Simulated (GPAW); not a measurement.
# PtS2 (P-3m1) in GPAW: convergence with plane-wave cutoff (eV)

Aim: find how far plane-wave cutoff (eV) must go before the results for PtS2 settle, at LDA. This setting moves, with any that are tied to it; all else stays.

Program: GPAW 26.7.0. These are calculated values, not measurements. Logs are shortened: lines on timing, memory, paths and dates and some standing lists are left out, and cuts for length are marked. The log counts tension as positive stress, the text compression.

**1. Starting point**

The structure is trigonal, space group P-3m1 (No. 164). The conventional cell has a = 3.543 Å, b = 3.543 Å, c = 5.039 Å, α = 90.00°, β = 90.00°, γ = 120.00°. Pt (site symmetry -3m) has 6 S at 2.34 Å as nearest neighbours. S (site symmetry 3m) is surrounded by 3 Pt at 2.34 Å.

**2. With plane-wave cutoff (eV) 200**

Input file run.py:

```python
from ase.dft.bandgap import bandgap
from ase.io import read, write
from ase.units import GPa
from gpaw import GPAW, PW

atoms = read('POSCAR')

calc = GPAW(mode=PW(200),
            xc='LDA',
            kpts={'size': (7, 7, 4), 'gamma': True},
            occupations={'name': 'fermi-dirac', 'width': 0.05},
            nbands=26,
            convergence={'density': 1e-05, 'energy': 1e-05},
            maxiter=100,
            txt='gpaw.txt')
atoms.calc = calc
energy = atoms.get_potential_energy()
forces = atoms.get_forces()
stress = atoms.get_stress()
calc.write('gs.gpw')
write('result.traj', atoms)
print(f'Energy: {energy:.6f} eV')
print('Forces (eV/A):')
print(forces.round(4))
print('Stress (GPa):', (stress / GPa).round(3))
print('Fermi level:', round(calc.get_fermi_level(), 4), 'eV')
print(f'Gap: {bandgap(calc)[0]:.4f} eV, direct: {bandgap(calc, direct=True)[0]:.4f} eV')
```

Input file POSCAR:

```
PtS2
1.0
    3.5432000000      0.0000000000      0.0000000000
   -1.7716000000      3.0685012107      0.0000000000
    0.0000000000      0.0000000000      5.0388000000
Pt S
1 2
Direct
    0.0000000000      0.0000000000      0.0000000000
    0.6666666667      0.3333333333      0.7730000000
    0.3333333333      0.6666666667      0.2270000000
```

Potentials or basis: the program's PAW data sets (release 1.2.1) made for this functional, pw.

The run is started by

```
$ OMP_NUM_THREADS=1 python run.py
```

Run time: 5.7 s. Hardware: 1 thread of Arm Neoverse V2, shared host; peak memory 0.13 GiB.

Results:

- Free energy: -17.3380 eV
- Pressure: 0.8 GPa
- Largest force: 0.800 eV/Å
- Band gap on the k mesh: 0.75 eV, indirect (least direct gap 0.92 eV)

**3. With plane-wave cutoff (eV) 250**

Edit run.py of step 2 so:

```diff
@@ -7,3 +7,3 @@
 
-calc = GPAW(mode=PW(200),
+calc = GPAW(mode=PW(250),
             xc='LDA',
```

POSCAR is that of step 2.

Potentials or basis: the program's PAW data sets (release 1.2.1) made for this functional, pw.

The run is started by

```
$ OMP_NUM_THREADS=1 python run.py
```

It took 6.7 s on 1 thread of Arm Neoverse V2, shared host; peak memory 0.13 GiB.

What came out:

```
Free energy            : -17.7250 eV
Pressure               : -1.1 GPa
Largest force          : 0.748 eV/Å
Band gap on the k mesh : 0.72 eV, indirect (least direct gap 0.89 eV)
```

**4. With plane-wave cutoff (eV) 300**

Edit run.py of step 3 so:

```diff
@@ -7,3 +7,3 @@
 
-calc = GPAW(mode=PW(250),
+calc = GPAW(mode=PW(300),
             xc='LDA',
```

POSCAR is that of step 3.

The run is started by

```
$ OMP_NUM_THREADS=1 python run.py
```

Wall time 8.4 s (1 thread of Arm Neoverse V2, shared host); peak memory 0.14 GiB.

What came out:

```
Free energy            : -18.1138 eV
Pressure               : -0.7 GPa
Largest force          : 0.745 eV/Å
Band gap on the k mesh : 0.72 eV, indirect (least direct gap 0.88 eV)
```

**5. With plane-wave cutoff (eV) 350**

Edit run.py of step 4 so:

```diff
@@ -7,3 +7,3 @@
 
-calc = GPAW(mode=PW(300),
+calc = GPAW(mode=PW(350),
             xc='LDA',
```

POSCAR is that of step 4.

The run is started by

```
$ OMP_NUM_THREADS=1 python run.py
```

Run time: 9.8 s. Hardware: 1 thread of Arm Neoverse V2, shared host; peak memory 0.14 GiB.

What came out:

| Quantity | Value |
| --- | --- |
| Free energy | -18.3405 eV |
| Pressure | 1.0 GPa |
| Largest force | 0.755 eV/Å |
| Band gap on the k mesh | 0.70 eV, indirect (least direct gap 0.87 eV) |

**6. With plane-wave cutoff (eV) 400**

Edit run.py of step 5 so:

```diff
@@ -7,3 +7,3 @@
 
-calc = GPAW(mode=PW(350),
+calc = GPAW(mode=PW(400),
             xc='LDA',
```

POSCAR is that of step 5.

Potentials or basis: the program's PAW data sets (release 1.2.1) made for this functional, pw.

The run is started by

```
$ OMP_NUM_THREADS=1 python run.py
```

Wall time 14 s (1 thread of Arm Neoverse V2, shared host); peak memory 0.15 GiB.

What came out:

```
Free energy            : -18.4402 eV
Pressure               : 2.2 GPa
Largest force          : 0.763 eV/Å
Band gap on the k mesh : 0.70 eV, indirect (least direct gap 0.86 eV)
```

**7. With plane-wave cutoff (eV) 500**

Edit run.py of step 6 so:

```diff
@@ -7,3 +7,3 @@
 
-calc = GPAW(mode=PW(400),
+calc = GPAW(mode=PW(500),
             xc='LDA',
```

POSCAR is that of step 6.

The run is started by

```
$ OMP_NUM_THREADS=1 python run.py
```

Wall time 16 s (1 thread of Arm Neoverse V2, shared host); peak memory 0.16 GiB.

Results (log left out):

* Free energy: -18.4898 eV
* Pressure: 3.0 GPa
* Largest force: 0.764 eV/Å
* Band gap on the k mesh: 0.70 eV, indirect (least direct gap 0.86 eV)

**8. With plane-wave cutoff (eV) 600**

Edit run.py of step 7 so:

```diff
@@ -7,3 +7,3 @@
 
-calc = GPAW(mode=PW(500),
+calc = GPAW(mode=PW(600),
             xc='LDA',
```

POSCAR is that of step 7.

The run is started by

```
$ OMP_NUM_THREADS=1 python run.py
```

Wall time 24 s (1 thread of Arm Neoverse V2, shared host); peak memory 0.17 GiB.

The run converged. Its results:

- Free energy: -18.5008 eV
- Pressure: 3.1 GPa
- Largest force: 0.764 eV/Å
- Band gap on the k mesh: 0.70 eV, indirect (least direct gap 0.86 eV)

**9. With plane-wave cutoff (eV) 800**

Edit run.py of step 8 so:

```diff
@@ -7,3 +7,3 @@
 
-calc = GPAW(mode=PW(600),
+calc = GPAW(mode=PW(800),
             xc='LDA',
```

POSCAR is that of step 8.

Potentials or basis: the program's PAW data sets (release 1.2.1) made for this functional, pw.

The run is started by

```
$ OMP_NUM_THREADS=1 python run.py
```

It took 33 s on 1 thread of Arm Neoverse V2, shared host; peak memory 0.2 GiB.

Results (log left out):

```
Free energy            : -18.5117 eV
Pressure               : 3.1 GPa
Largest force          : 0.764 eV/Å
Band gap on the k mesh : 0.70 eV, indirect (least direct gap 0.86 eV)
```

**10. With plane-wave cutoff (eV) 1000**

Edit run.py of step 9 so:

```diff
@@ -7,3 +7,3 @@
 
-calc = GPAW(mode=PW(800),
+calc = GPAW(mode=PW(1000),
             xc='LDA',
```

POSCAR is that of step 9.

Potentials or basis: the program's PAW data sets (release 1.2.1) made for this functional, pw.

The run is started by

```
$ OMP_NUM_THREADS=1 python run.py
```

gpaw.txt:

```text
__  _  _
 | _ |_)|_||  |
 |__||  | ||/\| - 26.7.0

Input parameters:
  mode=PW(ecut=1000.0),
  convergence={'density': 1e-05, 'energy': 1e-05},
  kpts=MonkhorstPack(size=(7, 7, 4), gamma=True),
  maxiter=100,
  nbands=26,
  occupations=Occupations(name='fermi-dirac', width=0.05),
  xc=XC(name='LDA')

Diagonalizing LCAO Hamiltonian
Converting LCAO to pw mode

            S

         S

       Pt

Atoms  # Å, Bohr magnetons
|   | symbol |         x |        y |        z |    initial magnetic moments |
|---|--------|-----------|----------|----------|-----------------------------|
| 0 |     Pt |  0.000000 | 0.000000 | 0.000000 | ( 0.0000,  0.0000,  0.0000) |
| 1 |      S |  1.771600 | 1.022834 | 3.894992 | ( 0.0000,  0.0000,  0.0000) |
| 2 |      S | -0.000000 | 2.045667 | 1.143808 | ( 0.0000,  0.0000,  0.0000) |

Unit cell  # Å
| periodic |         x |        y |        z |  lengths |     angles |
|----------|-----------|----------|----------|----------|------------|
|      yes |  3.543200 | 0.000000 | 0.000000 | 3.543200 |  90.000000 |
|      yes | -1.771600 | 3.068501 | 0.000000 | 3.543200 |  90.000000 |
|      yes |  0.000000 | 0.000000 | 5.038800 | 5.038800 | 120.000000 |

Number of symmetries: 12
Symmetry operations  # r_c * U_cc + t_c -> r_c
|    | kind |            matrix            |
|----|------|------------------------------|
|  0 |  σ   |  1, 1, 0,  0,-1, 0,  0, 0, 1 |
|  1 |  S6  |  1, 1, 0, -1, 0, 0,  0, 0,-1 |
|  2 |  E   |  1, 0, 0,  0, 1, 0,  0, 0, 1 |
|  3 |  C2  |  1, 0, 0, -1,-1, 0,  0, 0,-1 |
|  4 |  C2  |  0, 1, 0,  1, 0, 0,  0, 0,-1 |
|  5 |  C3  |  0, 1, 0, -1,-1, 0,  0, 0, 1 |
|  6 |  S6  |  0,-1, 0,  1, 1, 0,  0, 0,-1 |
|  7 |  σ   |  0,-1, 0, -1, 0, 0,  0, 0, 1 |
|  8 |  σ   | -1, 0, 0,  1, 1, 0,  0, 0, 1 |
|  9 |  i   | -1, 0, 0,  0,-1, 0,  0, 0,-1 |
| 10 |  C3  | -1,-1, 0,  1, 0, 0,  0, 0, 1 |
| 11 |  C2  | -1,-1, 0,  0, 1, 0,  0, 0,-1 |

BZ-sampling:
  Number of BZ points: 196
  Number of IBZ points: 28

  Monkhorst-Pack size: [7, 7, 4]
  Monkhorst-Pack shift: [0.0, 0.0, 0.125]

K-points  # in reciprocal-cell coordinates
|     |                                coordinates |     weight |
|-----|--------------------------------------------|------------|
|   0 | (  0.00000000,   0.00000000,   0.00000000) | 0.00510204 |
|   1 | (  0.00000000,   0.00000000,   0.25000000) | 0.01020408 |
|   2 | (  0.00000000,   0.00000000,   0.50000000) | 0.00510204 |
|   3 | (  0.14285714,   0.00000000,  -0.25000000) | 0.03061224 |
|   4 | (  0.14285714,   0.00000000,   0.00000000) | 0.03061224 |
|   5 | (  0.14285714,   0.00000000,   0.25000000) | 0.03061224 |
|   6 | (  0.14285714,   0.00000000,   0.50000000) | 0.03061224 |
|   7 | (  0.28571429,  -0.14285714,   0.00000000) | 0.03061224 |
|   8 | (  0.28571429,  -0.14285714,   0.25000000) | 0.06122449 |
|   9 | (  0.28571429,  -0.14285714,   0.50000000) | 0.03061224 |
| ... |                                            |            |
|  27 | (  0.42857143,   0.42857143,   0.50000000) | 0.03061224 |

Plane wave coefficients: 3946
Cutoff: 1000.0 eV

Spin-components: 1 (collinear spins)
Bands:           26
Projectors:      16
Spin-degeneracy: 2
Datatype:        complex128

Parallelization:
  kpt:    1
  domain: 1
  band:   1

Density:
  Valence electrons: 28.0
  Components: 1
  Grid points: [27 27 40]
  Charge: 0.0  # |e|

Potential:
  Grid points: [27 27 40]

species:
  Pt:
    name:    Platinum
    Z:       78.0
    valence: 16
    core:    62
    charge:  0.0  # [|e|]
    compensation charges:
      type: gauss
      rc: 0.41  # [Å]
      lmax: 2
    cutoffs:
      filter: 2.26  # [Å]
      core: 2.26  # [Å]
    projectors
    | kind |    occ | energy [eV] | rcut [Å] |
    |------|--------|-------------|----------|
    |   6s |  1.000 |      -5.930 |    1.307 |
    |   5p |  6.000 |     -56.318 |    1.371 |
    |   6p |  0.000 |      -0.962 |    1.371 |
    |   5d |  9.000 |      -6.387 |    1.307 |
    |    s |        |      21.281 |    1.307 |
    |    d |        |      20.825 |    1.307 |

    Using partial waves for Pt as LCAO basis

  S:
    name:    Sulfur
    Z:       16.0
    valence: 6
    core:    10
    charge:  0.0  # [|e|]
    compensation charges:
      type: gauss
      rc: 0.24  # [Å]
      lmax: 2
    cutoffs:
      filter: 1.77  # [Å]
      core: 1.66  # [Å]
    projectors
    | kind |    occ | energy [eV] | rcut [Å] |
    |------|--------|-------------|----------|
    |   3s |  2.000 |     -17.278 |    0.974 |
    |   3p |  4.000 |      -7.106 |    0.979 |
    |    s |        |       9.933 |    0.974 |
    |    p |        |      20.105 |    0.979 |
    |    d |        |       0.000 |    0.900 |

    Using partial waves for S as LCAO basis

Reference energy: -521745.916756  # eV

eigensolver:
  PPCG
  Converge bands: occupied
  niter=2

density mixing:
  MSR1-Mixer
  Pratt-step length: 0.05
  Maximum mixing coefficient: 0.75
  Old densities: 10
  SVD Regularization: 0.005
  Good broyden scale: 1.0
  Trust region scale: 1.0
  Backstep threshold: 4.0
  History deletion threshold: 6.0
  Fourier metric: weight=20.0, sigma=0.015

occupation numbers:
  Fermi-Dirac:
    width: 0.0500  # eV

poisson solver:
  ecut: 8000.0  # eV

xc functional:
  name: None

convergence criteria:
- Maximum integral of absolute [dens]ity change: 1e-05 electrons / valence electron
- Maximum [total energy] change in last 3 cyles: 1e-05 eV / valence electron
- Maximum integral of absolute [eigenst]ate change: 4e-08 eV^2 / valence electron
maximum number of iterations: 100

SCF iterations
|iter     | |      energy | eigst |  dens |
|---------|-|-------------|-------|-------|
|iter:   1| |  -20.110641 | +0.41 |       |
|iter:   2| |  -19.592241 | -1.62 | -1.06 |
|iter:   3| |  -18.591023 | -1.58 | -1.13 |
|iter:   4| |  -18.540983 | -3.27 | -1.61 |
|iter:   5| |  -18.515662 | -3.49 | -1.85 |
|iter:   6| |  -18.515201 | -4.92 | -2.75 |
|iter:   7| |  -18.515179 | -5.44 | -3.20 |
|iter:   8| |  -18.515181c| -6.97 | -4.03 |
|iter:   9| |  -18.515181c| -8.10c| -4.58 |
|iter:  10| |  -18.515181c| -7.89c| -4.94 |
|iter:  11| |  -18.515181c| -8.71c| -5.68c|

Converged in 11 steps
Energy contributions relative to reference atoms: (reference = -521745.916756)

Energy contributions:
  Kinetic:           9.168409
  Coulomb:         -10.247242
  Zero:             -0.349389
  External:          0.000000
  Xc:              -17.086924
  Entropy:          -0.000071
  Spinorbit:         0.000000
  ----------------------------
  Free energy:     -18.515217
  Extrapolated:    -18.515181

dipole moment: (-6.165610, -10.679150, -17.536282)  # |e|*Ang

Fermi level: 7.471
Eigenvalues  # (at kpt = [0.000, 0.000, 0.000])
| band index |      eig [eV] | occ [0-2] |
|------------|---------------|-----------|
|          0 |       -46.789 |     2.000 |
|        ... |               |           |
|          6 |         0.083 |     2.000 |
|          7 |         0.206 |     2.000 |
|          8 |         3.123 |     2.000 |
|          9 |         3.125 |     2.000 |
|         10 |         5.339 |     2.000 |
|         11 |         6.023 |     2.000 |
[... 8 lines left out ...]
|         20 |        18.928 |     0.000 |
|         21 |        19.661 |     0.000 |
|        ... |               |           |
|         25 |        20.742 |     0.000 |

Gap: 0.697 eV
Transition (v -> c):
  (s=0, k=4, n=13, [0.14, 0.00, 0.00]) -> (s=0, k=10, n=14, [0.29, 0.00, -0.25])
Direct/indirect transitions are different
Direct gap: 0.861 eV
Transition at: (s=0, k=10, n=13, [0.29, 0.00, -0.25])

Forces  # eV/Ang
|        x |        y |        z |
|----------|----------|----------|
|  0.00000 | -0.00000 |  0.00000 |  # Pt   0
| -0.00000 |  0.00000 | -0.76423 |  # S    1
|  0.00000 | -0.00000 |  0.76423 |  # S    2

Stress tensor  # eV/Ang^3
|         x |         y |         z |
|-----------|-----------|-----------|
| -0.019629 |  0.000000 |  0.000000 |
|  0.000000 | -0.019629 |  0.000000 |
|  0.000000 |  0.000000 | -0.019525 |

# Writing to gs.gpw (mode='')
```

Run time: 46 s. Hardware: 1 thread of Arm Neoverse V2, shared host; peak memory 0.23 GiB.

What came out:

```yaml
Free_energy: -18.5152 eV
Pressure: 3.1 GPa
Largest_force: 0.764 eV/Å
Band_gap_on_the_k_mesh: 0.70 eV, indirect (least direct gap 0.86 eV)
```

**11. The series at a glance**

| plane-wave cutoff (eV) | energy less the tightest run, at zero smearing (meV/atom) | pressure (GPa) | largest force (eV/Å) | gap on the mesh (eV) | SCF cycles | CPU time (s) | peak memory (GiB) |
| --- | --- | --- | --- | --- | --- | --- | --- |
| 200 | 392.41 | 0.83 | 0.800 | 0.749 | 10 | 5.7 | 0.13 |
| 250 | 263.42 | -1.08 | 0.748 | 0.722 | 10 | 6.7 | 0.13 |
| 300 | 133.82 | -0.69 | 0.745 | 0.717 | 10 | 8.4 | 0.14 |
| 350 | 58.23 | 0.97 | 0.755 | 0.704 | 11 | 9.8 | 0.14 |
| 400 | 25.01 | 2.22 | 0.763 | 0.700 | 11 | 14 | 0.15 |
| 500 | 8.46 | 2.99 | 0.764 | 0.699 | 11 | 16 | 0.16 |
| 600 | 4.79 | 3.06 | 0.764 | 0.698 | 11 | 24 | 0.17 |
| 800 | 1.18 | 3.11 | 0.764 | 0.697 | 11 | 33 | 0.2 |
| 1000 | 0.00 | 3.14 | 0.764 | 0.697 | 11 | 46 | 0.23 |

Against the tightest run, the pressure stays within 0.1 GPa from 600 on; the largest force stays within 0.005 eV/Å from 400 on; the gap on the mesh stays within 0.01 eV from 350 on. Not settled before the last step: the energy (to 1 meV/atom). The tightest run that finished is the yardstick and may itself not be fully converged.

Caveats: spin-orbit coupling is left out, which moves the levels of the heavy elements; an odd mesh through Γ misses points on the zone boundary, where band edges often lie.
